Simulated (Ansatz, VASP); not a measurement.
**One calculation of MgO, two programs**

```
CELL_PARAMETERS angstrom
0.00000 2.09700 2.09700
2.09700 0.00000 2.09700
2.09700 2.09700 0.00000
ATOMIC_POSITIONS crystal
Mg 0.00000 0.00000 0.00000
O 0.50000 0.50000 0.50000
```

The cell is a database's computed one.

Alike in both runs: task single point; functional PBE; k mesh 11 × 11 × 11; occupations gaussian, width 0.021 eV; no spin polarisation.

|  | VASP | Ansatz |
| --- | --- | --- |
| version | VASP 6.6.1 | Ansatz 0.2.0 |
| potentials or method | VASP PAW PBE potentials, release 64 (Mg, O), cutoff 520 eV | all-electron LAPW, scalar-relativistic |

|  | VASP | Ansatz | Ansatz less VASP |
| --- | --- | --- | --- |
| gap on the k mesh at the Fermi level (eV) | 4.85 | 4.86 | +0.011 |
| least direct gap on the mesh (eV) | 4.85 | 4.86 | +0.011 |
| pressure (GPa) | 6.2 | 7.0 | +0.79 |

Ansatz ran all-electron here, so the differences hold the error of VASP's frozen core and of both bases.

Expect the measured gap to be larger: semilocal functionals such as PBE lack the derivative discontinuity.
